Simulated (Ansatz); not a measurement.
Crystal: Gd.

```
Gd
1.0
     3.63600    0.00000    0.00000
    -1.81800    3.14887    0.00000
     0.00000    0.00000    5.78260
Gd
2
Direct
  0.66667 0.33333 0.75000
  0.33333 0.66667 0.25000
```

| Property | Result |
| --- | --- |
| Program | Ansatz 0.2.0 |
| Task | relaxation of cell and atoms |
| Functional | PBEsol |
| Potentials or basis | Ansatz PAW |
| Cutoff | 420 eV (not typed: the program's choice for these potentials) |
| k mesh | 8 × 8 × 5 |
| Occupations | fermi-dirac, width 0.05 eV |
| Spin | collinear spin, ferromagnetic start |
| Starting moments | [7.0, 7.0] μB |

At the start: volume 33.10 Å³/atom.

Task: How do energy, volume and symmetry change on relaxing?

Result: It ends after 4 steps and the volume is 31.40 Å³/atom (-5.1 %); space group P6_3/mmc (No. 194, to 0.05 Å); moment 15.17 μB per cell.

Step by step:
```csv
step,energy change (eV),largest force (eV/Å),volume (Å³)
1,0.0000,0.0000,66.21
2,-0.0195,0.0000,63.30
3,-0.0200,0.0000,62.80
4,-0.0194,0.0000,62.80
```

Final structure:
```xyz
2
Lattice="3.5655 0.0000 0.0000 -1.7827 3.0878 0.0000 0.0000 0.0000 5.7042" Properties=species:S:1:pos:R:3 pbc="T T T"
Gd    1.7827    1.0293    4.2782
Gd    0.0000    2.0585    1.4261
```

Caveat: the plane-wave basis is chosen anew once the cell has moved, so the energies of steps on either side of that aren't comparable; the PAW data sets come from PBE, with cores solved anew for the run's functional, which leaves a small shift of forces and pressure.
